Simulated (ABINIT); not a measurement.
# Ga (P6/mmm) in ABINIT: a series of runs

One crystal, Ga, is run at these levels: PBE, LDA; tasks: single point.

Program: ABINIT 10.8.3 (patched build). These are calculated values, not measurements. Logs are shortened: lines on timing, memory, paths and dates and some standing lists are left out, and cuts for length are marked. The log counts tension as positive stress, the text compression.

**1. Starting point**

The structure is hexagonal, space group P6/mmm (No. 191). Conventional cell: a = 4.449 Å, b = 4.449 Å, c = 2.765 Å, α = 90.00°, β = 90.00°, γ = 120.00°. Ga (site symmetry -6m2) has 5 Ga at 2.57 to 2.77 Å as nearest neighbours.

The cell was built by a generator and needn't be a form met in nature.

**2. Single point, PBE**

run.abi

```
# Pseudopotentials
pp_dirpath "./"
pseudos "31_Ga_13_1.9_2.4_pbe_n_v1.0.psp8"

# Structure
acell 8.4082796997 8.408294156 5.2254706798
rprim
     1.0000000000     0.0000000000     0.0000000000
    -0.5000002641     0.8660252513     0.0000000000
     0.0000000000     0.0000000000     1.0000000000
ntypat 1
znucl 31
natom 2
typat 1 1
xcart
    -0.0000255807     2.5689195112     1.3826000000
     2.2247555807     1.2844404888     1.3826000000 Angstrom

# Plane-wave basis
ecut 35.0

# k points
kptopt 1
ngkpt 7 7 10
nshiftk 1
shiftk 0.0 0.0 0.0

# Exchange and correlation
ixc 11

# Bands and occupations
nband 17
occopt 3
tsmear 0.05 eV

# SCF cycle
nstep 100
tolvrs 1.0e-10

# Output
iomode 3
prtwf 0
prtden 0
prteig 0
prtebands 0
enunit 1
```

Potentials or basis: SPMS NC PBE v1.0.

Command:

```sh
> abinit run.abi > log 2>&1
```

run.abo:

```text
.Version 10.8.3 of ABINIT
 Symmetries : space group Cm m m (# 65); Bravais oC (1-face-center ortho.)
================================================================================
 Values of the parameters that define the memory need of the present run
     intxc =       0    ionmov =       0      iscf =       7    lmnmax =       6
     lnmax =       6     mgfft =      48  mpssoang =       3    mqgrid =    3001
     natom =       2  nloc_mem =       1    nspden =       1   nspinor =       1
    nsppol =       1      nsym =       8    n1xccc =    2501    ntypat =       1
    occopt =       3   xclevel =       2
       mpw =        3188          nfft =       69120          nkpt =          96
================================================================================
================================================================================

--------------------------------------------------------------------------------
------------- Echo of variables that govern the present computation ------------
--------------------------------------------------------------------------------
 -outvars: echo values of preprocessed input variables --------
            acell      8.4082869278E+00  8.4082869278E+00  5.2254706798E+00 Bohr
              amu      6.97230000E+01
             ecut      3.50000000E+01 Hartree
           enunit           1
                       outvar_i_n : Printing only first  50 k-points.
              ixc          11
                       outvar_i_n : Printing only first  50 k-points.
         kptrlatt        7    0    0      0    7    0      0    0   10
          kptrlen      5.22547068E+01
            natom           2
            nband          17
            ngfft          48      48      30
             nkpt          96
            nstep         100
             nsym           8
           ntypat           1
                       prtocc : prtvol=0, do not print more k-points.
           occopt           3
           prtden           0
        prtebands           0
           prteig           0
            prtwf           0
            rprim      1.0000000000E+00  1.4889468191E-06  0.0000000000E+00
                      -5.0000155357E-01  8.6602450683E-01  0.0000000000E+00
                       0.0000000000E+00  0.0000000000E+00  1.0000000000E+00
          spgroup          65
           tolvrs      1.00000000E-10
           tsmear      1.83746611E-03 Hartree
            typat      1  1
                       outvars : Printing only first  50 k-points.
           xangst     -2.6855718322E-05  2.5689173028E+00  1.3826000000E+00
                       2.2247568557E+00  1.2844426972E+00  1.3826000000E+00
            xcart     -5.0749952544E-05  4.8545501424E+00  2.6127353417E+00
                       4.2041811540E+00  2.4272449221E+00  2.6127353417E+00
             xred      3.3333000024E-01  6.6667000046E-01  5.0000000034E-01
                       6.6667000047E-01  3.3333000024E-01  5.0000000034E-01
            znucl       31.00000

================================================================================

 chkinp: Checking input parameters for consistency.

================================================================================
== DATASET  1 ==================================================================

--- !DatasetInfo
iteration_state: {dtset: 1, }
dimensions: {natom: 2, nkpt: 96, mband: 17, nsppol: 1, nspinor: 1, nspden: 1, mpw: 3188, }
cutoff_energies: {ecut:  35.0, pawecutdg:  -1.0, }
electrons: {nelect:   2.60000000E+01, charge:   0.00000000E+00, occopt:   3.00000000E+00, tsmear:   1.83746611E-03, }
meta: {optdriver: 0, ionmov: 0, optcell: 0, iscf: 7, paral_kgb: 0, }
...

 Exchange-correlation functional for the present dataset will be:
  GGA: Perdew-Burke-Ernzerhof functional - ixc=11
  J.P.Perdew, K.Burke, M.Ernzerhof, PRL 77, 3865 (1996)

 Real(R)+Recip(G) space primitive vectors, cartesian coordinates (Bohr,Bohr^-1):
 R(1)=  8.4082869  0.0000125  0.0000000  G(1)=  0.1189302  0.0686647  0.0000000
 R(2)= -4.2041565  7.2817825  0.0000000  G(2)= -0.0000002  0.1373289  0.0000000
 R(3)=  0.0000000  0.0000000  5.2254707  G(3)=  0.0000000  0.0000000  0.1913703
 Unit cell volume ucvol=  3.1994182E+02 bohr^3
 Angles (23,13,12)=  9.00000000E+01  9.00000000E+01  1.20000017E+02 degrees

 getcut: wavevector=  0.0000  0.0000  0.0000  ngfft=  48  48  30
         ecut(hartree)=     35.000   => boxcut(ratio)=   2.14355

--- Pseudopotential description ------------------------------------------------
- pspini: atom type   1  psp file is ./31_Ga_13_1.9_2.4_pbe_n_v1.0.psp8
    8   11    2    4       600   0.00000      pspcod,pspxc,lmax,lloc,mmax,r2well
    5.99000000000000    5.00000000000000    0.00000000000000   rchrg,fchrg,qchrg
     nproj     2     2     2
     extension_switch     1

   1.65722725E+03                                ecore*ucvol(ha*bohr**3)
--------------------------------------------------------------------------------

================================================================================

--- !BeginCycle
iteration_state: {dtset: 1, }
solver: {iscf: 7, nstep: 100, nline: 4, wfoptalg: 0, }
tolerances: {tolvrs: 1.00E-10, }
...

     iter   Etot(hartree)      deltaE(h)  residm     vres2
 ETOT  1  -146.00644378331    -1.460E+02 5.773E-01 3.413E+02
 ETOT  2  -147.57968871233    -1.573E+00 3.590E-02 3.717E+02
 ETOT  3  -147.64748444877    -6.780E-02 5.467E-02 6.528E+01
 ETOT  4  -147.65554184931    -8.057E-03 3.972E-03 2.224E+01
 ETOT  5  -147.65947454054    -3.933E-03 2.665E-03 7.017E-01
 ETOT  6  -147.65957437228    -9.983E-05 9.508E-04 1.193E-01
 ETOT  7  -147.65958943008    -1.506E-05 2.616E-04 3.194E-02
 ETOT  8  -147.65959492777    -5.498E-06 2.975E-04 4.755E-04
 ETOT  9  -147.65959500842    -8.065E-08 2.556E-04 1.072E-05
 ETOT 10  -147.65959501030    -1.877E-09 2.442E-04 4.226E-09
 ETOT 11  -147.65959501030     1.421E-13 4.141E-04 3.265E-10
 ETOT 12  -147.65959501030    -7.390E-13 3.270E-04 1.051E-11

 At SCF step   12       vres2   =  1.05E-11 < tolvrs=  1.00E-10 =>converged.

 Cartesian components of stress tensor (hartree/bohr^3)
  sigma(1 1)= -2.42391833E-05  sigma(3 2)=  0.00000000E+00
  sigma(2 2)= -2.42751800E-05  sigma(3 1)=  0.00000000E+00
  sigma(3 3)=  2.33034560E-05  sigma(2 1)= -3.11737641E-08

--- !ResultsGS
iteration_state: {dtset: 1, }
comment   : Summary of ground state results
lattice_vectors:
- [  8.4082869,   0.0000125,   0.0000000, ]
- [ -4.2041565,   7.2817825,   0.0000000, ]
- [  0.0000000,   0.0000000,   5.2254707, ]
lattice_lengths: [   8.40829,    8.40829,    5.22547, ]
lattice_angles: [ 90.000,  90.000, 120.000, ] # degrees, (23, 13, 12)
lattice_volume:   3.1994182E+02
convergence: {deltae: -7.390E-13, res2:  1.051E-11, residm:  3.270E-04, diffor: null, }
etotal    :  -1.47659595E+02
entropy   :   0.00000000E+00
fermie    :   9.19721460E-02
cartesian_stress_tensor: # hartree/bohr^3
- [ -2.42391833E-05,  -3.11737641E-08,   0.00000000E+00, ]
- [ -3.11737641E-08,  -2.42751800E-05,   0.00000000E+00, ]
- [  0.00000000E+00,   0.00000000E+00,   2.33034560E-05, ]
pressure_GPa:   2.4724E-01
xred      :
- [  3.3333E-01,   6.6667E-01,   5.0000E-01, Ga]
- [  6.6667E-01,   3.3333E-01,   5.0000E-01, Ga]
cartesian_forces: # hartree/bohr
- [  4.60200654E-06,  -2.65695964E-06,   2.83058558E-31, ]
- [ -4.60200654E-06,   2.65695964E-06,  -2.83058558E-31, ]
force_length_stats: {min:   5.31393439E-06, max:   5.31393439E-06, mean:   5.31393439E-06, }
...

 Integrated electronic density in atomic spheres:
 ------------------------------------------------
 Atom  Sphere_radius  Integrated_density
    1        2.00000         10.80975817
    2        2.00000         10.80975817
================================================================================

 ----iterations are completed or convergence reached----

 Mean square residual over all n,k,spin=   51.685E-08; max=  32.702E-05
 reduced coordinates (array xred) for    2 atoms
       0.333330000241      0.666670000461      0.500000000341
       0.666670000467      0.333330000235      0.500000000341
 rms dE/dt=  3.1594E-05; max dE/dt=  3.8695E-05; dE/dt below (all hartree)
    1      -0.000038694958      0.000038694958     -0.000000000000
    2       0.000038694958     -0.000038694958      0.000000000000

 cartesian coordinates (angstrom) at end:
    1     -0.00002685571832     2.56891730280018     1.38260000000000
    2      2.22475685571832     1.28444269719982     1.38260000000000

 cartesian forces (hartree/bohr) at end:
    1      0.00000460200654    -0.00000265695964     0.00000000000000
    2     -0.00000460200654     0.00000265695964    -0.00000000000000
 frms,max,avg= 3.0680014E-06 4.6020065E-06   0.000E+00  0.000E+00  0.000E+00 h/b

 cartesian forces (eV/Angstrom) at end:
    1      0.00023664469074    -0.00013662635799     0.00000000000000
    2     -0.00023664469074     0.00013662635799    -0.00000000000000
 frms,max,avg= 1.5776298E-04 2.3664469E-04   0.000E+00  0.000E+00  0.000E+00 e/A
 length scales=  8.408286927831  8.408286927831  5.225470679800 bohr
              =  4.449473821923  4.449473821923  2.765199998116 angstroms
 Fermi (or HOMO) energy (eV) =   2.50269   Average Vxc (eV)=  -9.68023
 Eigenvalues (   eV  ) for nkpt=  96  k points:
 kpt#   1, nband= 17, wtk=  0.00204, kpt=  0.0000  0.0000  0.0000 (reduced coord)
 -12.62514  -12.40522  -12.39433  -12.39431  -12.26704  -12.26702  -12.24233  -12.24231
 -12.12103  -12.12101   -7.50772    1.02361    1.95379    1.95405    5.70184    5.70217
   8.66285
 prteigrs : prtvol=0 or 1, do not print more k-points.

--- !EnergyTerms
iteration_state     : {dtset: 1, }
comment             : Components of total free energy in Hartree
kinetic             :  1.14022949022538E+02
hartree             :  4.60185056340586E+01
xc                  : -3.93240265518145E+01
Ewald energy        : -8.40118255372004E+01
psp_core            :  5.17977681854377E+00
local_psp           : -1.10901192001194E+02
non_local_psp       : -7.86435553952983E+01
internal            : -1.47659368010367E+02
'-kT*entropy'       : -2.26999929015910E-04
total_energy        : -1.47659595010296E+02
total_energy_eV     : -4.01802227275029E+03
band_energy         : -9.42412256855899E+00
...

 Cartesian components of stress tensor (hartree/bohr^3)
  sigma(1 1)= -2.42391833E-05  sigma(3 2)=  0.00000000E+00
  sigma(2 2)= -2.42751800E-05  sigma(3 1)=  0.00000000E+00
  sigma(3 3)=  2.33034560E-05  sigma(2 1)= -3.11737641E-08

-Cartesian components of stress tensor (GPa)         [Pressure=  2.4724E-01 GPa]
- sigma(1 1)= -7.13141395E-01  sigma(3 2)=  0.00000000E+00
- sigma(2 2)= -7.14200453E-01  sigma(3 1)=  0.00000000E+00
- sigma(3 3)=  6.85611347E-01  sigma(2 1)= -9.17163806E-04

== END DATASET(S) ==============================================================
================================================================================

 -outvars: echo values of variables after computation  --------
            acell      8.4082869278E+00  8.4082869278E+00  5.2254706798E+00 Bohr
           etotal     -1.4765959501E+02
            fcart      4.6020065353E-06 -2.6569596402E-06  2.8305855834E-31
                      -4.6020065353E-06  2.6569596402E-06 -2.8305855834E-31
            rprim      1.0000000000E+00  1.4889468191E-06  0.0000000000E+00
                      -5.0000155357E-01  8.6602450683E-01  0.0000000000E+00
                       0.0000000000E+00  0.0000000000E+00  1.0000000000E+00
           strten     -2.4239183347E-05 -2.4275179982E-05  2.3303456043E-05
                       0.0000000000E+00  0.0000000000E+00 -3.1173764140E-08
           xangst     -2.6855718322E-05  2.5689173028E+00  1.3826000000E+00
                       2.2247568557E+00  1.2844426972E+00  1.3826000000E+00
             xred      3.3333000024E-01  6.6667000046E-01  5.0000000034E-01
                       6.6667000047E-01  3.3333000024E-01  5.0000000034E-01
 Calculation completed.
```

Run time: 2.3 min. Hardware: 1 thread of Arm Neoverse V2, shared host; peak memory 0.15 GiB.

What came out:

```
Free energy                                           : -4018.0223 eV
Pressure                                              : 0.2 GPa
Band gap on the k mesh                                : none (metal or under the smearing width)
Valence electrons inside the program's atomic spheres : Ga 10.81 (radii [1.0584] Å)
```

(Part 1 of 2 ends here.)
